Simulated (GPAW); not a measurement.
The system is Gd.

```
Gd
1.0
     3.65690    0.00000    0.00000
     1.82845    3.16697    0.00000
     1.82845    1.05566    2.98585
Gd
1
Direct
  0.00000 0.00000 0.00000
```

This isn't the form of Gd at room conditions, which is hcp.

| Item | Value |
| --- | --- |
| Program | GPAW 26.7.0 |
| Task | single point |
| Functional | PBE |
| Potentials or basis | GPAW PAW data sets (gpaw-data 1.2.1) |
| Cutoff | 800 eV |
| Basis | pw |
| k mesh | 9 × 9 × 9 |
| Occupations | fermi-dirac, width 0.05 eV |
| Spin | collinear spin, ferromagnetic start |
| Starting moments | [7.0] μB |

On this cell: pressure -1.4 GPa; net moment 7.62 μB per cell; site moments Gd +7.00 μB; band gap on the k mesh none (metal or under the smearing width).

The same run follows on a disturbed copy (cell strained at random at fixed volume):

```
Gd
1.0
    -0.00885    2.53625    2.57003
     2.55559   -0.02978    2.59096
     2.58316    2.58475   -0.05735
Gd
1
Cartesian
  0.0105 0.0277 -0.0501
```

Task: What changes?

Result: The energy (extrapolated to zero smearing) moves by +3.1 meV/atom; pressure -1.4 GPa; net moment 7.61 μB per cell; site moments Gd +7.00 μB; band gap on the k mesh none (metal or under the smearing width).

Stress tensor (GPa, compression positive):
```
-1.31 -0.17  0.32
-0.17 -1.26  0.71
 0.32  0.71 -1.56
```

Caveats: one-centre terms of the f shell are cut off; spin-orbit coupling is left out, which moves the levels of the heavy elements.
